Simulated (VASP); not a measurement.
# SiC (Imm2) in VASP: settings compared, part 2 of 2

VASP 6.6.1. Earlier steps stand in the parts before.

### 3 Electrostatic potential, LDA

This run uses another cell than the first one, of 12.05 Å³/atom, 1.063 times its volume.

The input, INCAR:

```
SYSTEM = SiC
PREC = Accurate
ENCUT = 220
EDIFF = 1E-7
ISMEAR = 0
SIGMA = 0.02
LREAL = .False.
LASPH = .True.
NELM = 100
ALGO = Normal
ISIF = 2
LWAVE = .False.
LCHARG = .True.
LVHAR = .True.
```

The input, KPOINTS:

```
regular mesh
0
Gamma
  3 2 4
  0 0 0
```

The input, POSCAR:

```
SiC                                     
1.0
    3.4640085065      0.0000000000      0.0000000000
    0.0000000000      4.8988478100      0.0000000000
    0.0000000000      0.0000000000      2.8405404964
  Si              C             
     2     2
Direct
     0.0000000000000000    0.9954944549297275    0.0000000000000000
     0.5000000000000000    0.4954944549297275    0.5000000000000000
     0.0000000000000000    0.2545055450702725    0.5000000000000000
     0.5000000000000000    0.7545055450702725    0.0000000000000000
```

Potentials or basis: VASP PAW LDA potentials, release 64 (Si, C).

Command:

```sh
$ cat potpaw_LDA.64/Si/POTCAR potpaw_LDA.64/C/POTCAR > POTCAR
$ mpirun -np 1 vasp_std > vasp.out
```

Run time: 2.3 s. Hardware: 1 thread of Intel Xeon Platinum 8488C (Sapphire Rapids), shared host; peak memory 0.1 GiB.

The run converged, but a check on its numbers failed (symmetry, net force, bounds or a known fault of this set-up), so they aren't taken as properties of the crystal.

Caveat: the k mesh is coarse (spacing up to 0.64 Å⁻¹), so the values aren't converged; the cutoff lies under the usual one of these potentials, so the numbers hold a large basis-set error; a pressure of tens of GPa on the cell as given is suspect, and the run, the potentials or the cell itself is likely at fault; an odd mesh through Γ misses points on the zone boundary, where band edges often lie.

### 4 Relaxation of cell and atoms, PBE

This run uses another cell than the first one, of 10.32 Å³/atom, 0.910 times its volume.

The input, INCAR:

```
SYSTEM = SiC
PREC = Accurate
ENCUT = 600
EDIFF = 1E-6
ISMEAR = 0
SIGMA = 0.02
LREAL = .False.
LASPH = .True.
NELM = 100
ALGO = Normal
ISIF = 3
LWAVE = .False.
LCHARG = .False.
GGA = PE
IBRION = 2
NSW = 60
EDIFFG = -0.005
LATTICE_CONSTRAINTS = .FALSE. .FALSE. .TRUE.
KPAR = 4
```

The input, KPOINTS:

```
regular mesh
0
Gamma
  8 6 8
  0 0 0
```

The input, POSCAR:

```
SiC
1.0
    3.0787381452      0.0000000000      0.0000000000
    0.0000000000      4.3539932400      0.0000000000
    0.0000000000      0.0000000000      3.0787381452
Si C
2 2
Direct
    0.0000000000      0.0000000000      0.0000000000
    0.5000000000      0.5000000000      0.5000000000
    0.0000000000      0.2500000000      0.5000000000
    0.5000000000      0.7500000000      0.0000000000
```

Potentials or basis: VASP PAW PBE potentials, release 64 (Si, C).

Command:

```sh
$ cat potpaw_PBE.64/Si/POTCAR potpaw_PBE.64/C/POTCAR > POTCAR
$ mpirun -np 4 vasp_std > vasp.out
```

Wall time 12 s (4 MPI ranks of Intel Xeon 6975P-C (Granite Rapids), shared host); peak memory 0.18 GiB.

The run converged. Its results:

- Free energy: -30.1111 eV
- Relaxed volume: 10.51 Å³/atom
- Relaxed cell: a = 3.079 Å, b = 4.354 Å, c = 3.136 Å, α = 90.00°, β = 90.00°, γ = 90.00°
- Space group after relaxing (to 0.05 Å): Imm2 (No. 44)
- Energy gained by relaxing: -1.0 meV/atom
- Ionic steps: 4
- Pressure after relaxing: 0.0 GPa
- Band gap on the k mesh: 1.28 eV

The path:
| step | energy change (eV) | largest force (eV/Å) | pressure (GPa) | volume (Å³) |
| --- | --- | --- | --- | --- |
| 1 | 0.0000 | 0.0000 | 3.70 | 41.27 |
| 2 | 0.0009 | 0.0000 | 1.27 | 41.75 |
| 3 | 0.0036 | 0.0000 | 0.14 | 42.00 |
| 4 | 0.0041 | 0.0000 | -0.03 | 42.04 |

Final structure:
```
Si C
1.0
     3.07874    0.00000    0.00000
     0.00000    4.35399    0.00000
     0.00000    0.00000    3.13612
Si C
2 2
Direct
  0.00000 0.00000 0.00000
  0.50000 0.50000 0.50000
  0.00000 0.25000 0.50000
  0.50000 0.75000 0.00000
```

Levels at points of the mesh, in eV from the valence-band top:
| k point | band 5 | band 6 | band 7 | band 8 | band 9 | band 10 | band 11 | band 12 |
| --- | --- | --- | --- | --- | --- | --- | --- | --- |
| (0.00, 0.00, 0.00) | -3.16 | -0.07 | -0.05 | 0.00 | 1.28 | 4.14 | 5.95 | 6.97 |
| (0.50, 0.00, 0.00) | -4.24 | -4.24 | -1.28 | -1.28 | 5.29 | 5.29 | 8.40 | 8.40 |
| (0.00, 0.50, 0.00) | -2.07 | -2.07 | -1.93 | -1.93 | 3.96 | 3.96 | 6.20 | 6.20 |
| (0.50, 0.50, 0.00) | -1.14 | -1.14 | -1.11 | -1.11 | 5.11 | 5.11 | 6.88 | 6.88 |
| (0.50, 0.00, 0.50) | -3.16 | -3.16 | -3.15 | -3.15 | 1.36 | 1.36 | 4.29 | 4.29 |
| (0.50, 0.50, 0.50) | -4.96 | -4.96 | -4.66 | -4.66 | 5.23 | 5.23 | 9.32 | 9.32 |

Caveat: the real-space grid breaks the cell's symmetry a little.

### 5 Electrostatic potential, PBE

This run uses another cell than the first one, of 10.51 Å³/atom, 0.927 times its volume.

The input, INCAR:

```
SYSTEM = SiC
ALGO = Normal
EDIFF = 1E-6
ENCUT = 520
GGA = PE
ISIF = 2
ISMEAR = 0
KPAR = 4
LASPH = .TRUE.
LCHARG = .TRUE.
LREAL = .FALSE.
LVHAR = .TRUE.
LWAVE = .FALSE.
NELM = 100
PREC = Accurate
SIGMA = 0.02
```

The input, KPOINTS:

```
k-points
0
G
  8 6 8
  0 0 0
```

The input, POSCAR:

```
SiC                                     
1.0
    3.0787381452      0.0000000000      0.0000000000
    0.0000000000      4.3539932400      0.0000000000
    0.0000000000      0.0000000000      3.1361165087
  Si              C             
     2     2
Direct
     0.0000000000000000    0.0000000000000000    0.0000000000000000
     0.5000000000000000    0.5000000000000000    0.5000000000000000
     0.0000000000000000    0.2500000000000000    0.5000000000000000
     0.5000000000000000    0.7500000000000000    1.0000000000000000
```

Command:

```sh
$ cat potpaw_PBE.64/Si/POTCAR potpaw_PBE.64/C/POTCAR > POTCAR
$ mpirun -np 4 vasp_std > vasp.out
```

Wall time 4.7 s (4 MPI ranks of Intel Xeon 6975P-C (Granite Rapids), shared host); peak memory 0.16 GiB.

Results (log left out):

| Property | Result |
| --- | --- |
| Free energy | -30.1076 eV |
| Pressure | -0.1 GPa |
| Largest force | 0.139 eV/Å |
| Band gap on the k mesh | 1.27 eV |

Forces in eV/Å, atoms in the order of the input:
```
Si   0.000  0.139  0.000
Si   0.000  0.139  0.000
C    0.000 -0.139  0.000
C    0.000 -0.139  0.000
```

Stress tensor (GPa, compression positive):
```
 3.93  0.00  0.00
 0.00  1.35  0.00
 0.00  0.00 -5.71
```

Levels at points of the mesh, in eV from the valence-band top:
| k point | band 4 | band 5 | band 6 | band 7 | band 8 | band 9 | band 10 | band 11 | band 12 |
| --- | --- | --- | --- | --- | --- | --- | --- | --- | --- |
| (0.00, 0.00, 0.00) | -3.40 | -3.12 | -0.11 | -0.01 | 0.00 | 1.27 | 4.14 | 5.94 | 6.97 |
| (0.50, 0.00, 0.00) | -5.93 | -4.24 | -4.24 | -1.33 | -1.33 | 5.24 | 5.24 | 8.41 | 8.41 |
| (0.00, 0.50, 0.00) | -3.34 | -2.11 | -2.11 | -1.88 | -1.88 | 3.95 | 3.95 | 6.20 | 6.20 |
| (0.50, 0.50, 0.00) | -8.47 | -1.19 | -1.19 | -1.08 | -1.08 | 5.10 | 5.10 | 6.89 | 6.89 |
| (0.00, 0.00, 0.50) | -5.90 | -4.31 | -4.31 | -1.21 | -1.21 | 5.47 | 5.47 | 8.79 | 8.79 |
| (0.50, 0.00, 0.50) | -7.82 | -3.17 | -3.17 | -3.15 | -3.15 | 1.36 | 1.36 | 4.28 | 4.28 |
| (0.00, 0.50, 0.50) | -8.50 | -1.08 | -1.08 | -0.99 | -0.99 | 5.39 | 5.39 | 7.17 | 7.17 |
| (0.50, 0.50, 0.50) | -7.06 | -4.96 | -4.96 | -4.66 | -4.66 | 5.23 | 5.23 | 9.32 | 9.32 |

### 6 Relaxation of cell and atoms, LDA

The input, INCAR:

```
SYSTEM = SiC
  PREC = Accurate
  ENCUT = 600
  EDIFF = 1E-6
  ISMEAR = 0
  SIGMA = 0.02
  LREAL = .False.
  LASPH = .True.
  NELM = 60
  ALGO = Normal
  ISIF = 3
  LWAVE = .False.
  LCHARG = .False.
  IBRION = 2
  NSW = 60
  EDIFFG = -0.005
  LATTICE_CONSTRAINTS = .FALSE. .FALSE. .TRUE.
```

The input, KPOINTS:

```
Automatic mesh
0
Gamma
  7 5 9
  0 0 0
```

The input, POSCAR:

```
SiC
1.0
    3.4640085065      0.0000000000      0.0000000000
    0.0000000000      4.8988478100      0.0000000000
    0.0000000000      0.0000000000      2.6725467806
Si C
2 2
Direct
    0.0000000000      0.0000000000      0.0000000000
    0.5000000000      0.5000000000      0.5000000000
    0.0000000000      0.2500000000      0.5000000000
    0.5000000000      0.7500000000      0.0000000000
```

Potentials or basis: VASP PAW LDA potentials, release 64 (Si, C).

Command:

```sh
$ cat potpaw_LDA.64/Si/POTCAR potpaw_LDA.64/C/POTCAR > POTCAR
$ mpirun -np 1 vasp_std > vasp.out
```

Wall time 74 s (1 thread of Intel Xeon Platinum 8488C (Sapphire Rapids), shared host); peak memory 0.17 GiB.

Results (log left out):

* Free energy: -31.3371 eV
* Relaxed volume: 12.76 Å³/atom
* Relaxed cell: a = 3.464 Å, b = 4.899 Å, c = 3.008 Å, α = 90.00°, β = 90.00°, γ = 90.00°
* Space group after relaxing (to 0.05 Å): Imm2 (No. 44)
* Energy gained by relaxing: 265.6 meV/atom
* Ionic steps: 8
* Pressure after relaxing: -29.9 GPa
* Band gap on the k mesh: 0.78 eV

Stress tensor (GPa, compression positive):
```
-45.75   0.00   0.00
  0.00 -43.94   0.00
  0.00   0.00  -0.02
```

Step by step:
| step | energy change (eV) | largest force (eV/Å) | pressure (GPa) | volume (Å³) |
| --- | --- | --- | --- | --- |
| 1 | 0.0000 | 1.2180 | -9.16 | 45.35 |
| 2 | -0.4619 | 1.2904 | -38.03 | 55.39 |
| 3 | -0.9975 | 0.8352 | -30.92 | 50.65 |
| 4 | -0.9980 | 0.8159 | -30.65 | 50.54 |
| 5 | -1.0597 | 0.0887 | -30.78 | 51.34 |
| 6 | -1.0597 | 0.0944 | -30.79 | 51.33 |
| 7 | -1.0617 | 0.0544 | -29.41 | 50.90 |
| 8 | -1.0626 | 0.0010 | -29.90 | 51.05 |

Final structure:
```
Si C
1.0
     3.46401    0.00000    0.00000
     0.00000    4.89885    0.00000
     0.00000    0.00000    3.00836
Si C
2 2
Direct
  0.00000 0.00133 0.00000
  0.50000 0.50133 0.50000
  0.00000 0.24867 0.50000
  0.50000 0.74867 0.00000
```

Levels at points of the mesh, in eV from the valence-band top:
```csv
k point,band 4,band 5,band 6,band 7,band 8,band 9,band 10,band 11,band 12
"(0.00, 0.00, 0.00)",-3.75,-1.92,-1.00,-0.66,0.00,0.78,2.21,3.97,4.49
```

Caveat: a pressure of tens of GPa on the cell as given is suspect, and the run, the potentials or the cell itself is likely at fault; an odd mesh through Γ misses points on the zone boundary, where band edges often lie.

### 7 Summary

| task | level | potentials or basis | cell | k mesh | cutoff (eV) | gap on the mesh (eV) | pressure (GPa) |
| --- | --- | --- | --- | --- | --- | --- | --- |
| relaxation of cell and atoms | PBE | VASP PAW PBE potentials, release 64 (Si, C) | relaxed | 8 × 6 × 8 | 600 | 1.28 | 0.0 |
| electrostatic potential | PBE | VASP PAW PBE potentials, release 64 (Si, C) | Imm2, 10.51 Å³/atom | 8 × 6 × 8 | 520 | 1.27 | -0.1 |
| relaxation of cell and atoms | LDA | VASP PAW LDA potentials, release 64 (Si, C) | relaxed | 7 × 5 × 9 | 600 | 0.78 | -29.9 |

Alike in all rows: no spin polarisation; smearing gaussian 0.02 eV.

Caveats: the real-space grid breaks the cell's symmetry a little (some runs); a pressure of tens of GPa on the cell as given is suspect, and the run, the potentials or the cell itself is likely at fault (some runs); an odd mesh through Γ misses points on the zone boundary, where band edges often lie (some runs).

Total energies depend on the potentials used, so only differences within one code and one set of settings carry meaning.
